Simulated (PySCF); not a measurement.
The vertical singlet excitations below were computed for one of the candidates. The calculation used TDDFT wB97X-D/def2-SVPD, vertical, gas phase, core orbitals frozen in the response in PySCF 2.14.0, density-fitted response routines. Geometries: GFN2-xTB, one conformer each.

```json
{"state": "S1", "E (eV)": "5.81", "f": "0.051"}
{"state": "S2", "E (eV)": "6.13", "f": "0.139"}
{"state": "S3", "E (eV)": "6.72", "f": "0.011"}
{"state": "S4", "E (eV)": "7.02", "f": "0.015"}
{"state": "S5", "E (eV)": "7.48", "f": "0.041"}
{"state": "S6", "E (eV)": "7.66", "f": "0.048"}
{"state": "S7", "E (eV)": "7.80", "f": "0.056"}
{"state": "S8", "E (eV)": "7.97", "f": "0.051"}
```

Orbital energies (eV): HOMO-3 -11.67, HOMO-2 -11.02, HOMO-1 -10.56, HOMO -8.50, LUMO 1.74, LUMO+1 2.13, LUMO+2 2.29.

Question: Which candidate is it?
A. `C[C@H](F)[SiH2]S`
B. `C1=C[C@H]2CC[C@@H]1C2`
C. `S(C(C)=C)CF`
D. `CSC[SiH2]F`

Answer: C. Its S1 lies at 5.81 eV; the nearest of the others has S1 at 6.32 eV. S1 is HOMO→LUMO (48%), HOMO→LUMO+1 (29%). Löwdin shares by element: HOMO carbon 46% or more, sulfur 44%; LUMO carbon 56% or more, sulfur 16%, hydrogen 6% or more (atoms not listed hold the other 23%). At the same level the other candidates give, for their lowest levels:
- `C1=C[C@H]2CC[C@@H]1C2`: 6.71 eV (f 0.129); 7.07 eV (f 0.048); 7.67 eV (f 0.012); 8.04 eV (f 0.000); 8.04 eV (f 0.000); T1 4.30 eV; HOMO -8.69, LUMO 2.22 eV
- `C[C@H](F)[SiH2]S`: 6.32 eV (f 0.017); 6.45 eV (f 0.019); 7.08 eV (f 0.018); 7.65 eV (f 0.006); 7.77 eV (f 0.035); T1 5.92 eV; HOMO -9.24, LUMO 1.65 eV
- `CSC[SiH2]F`: 5.28 eV (f 0.008); 5.83 eV (f 0.013); 6.59 eV (f 0.002); 6.63 eV (f 0.002); 7.20 eV (f 0.035); T1 4.90 eV; HOMO -8.33, LUMO 1.54 eV

The values belong to the conformer `[CH2:1]=[C:2]([CH3:3])[S:4][CH2:5][F:6]`: C1–C2–S4–C5 -20°, C2–S4–C5–F6 78°.
Triplets come from the Tamm–Dancoff approximation.
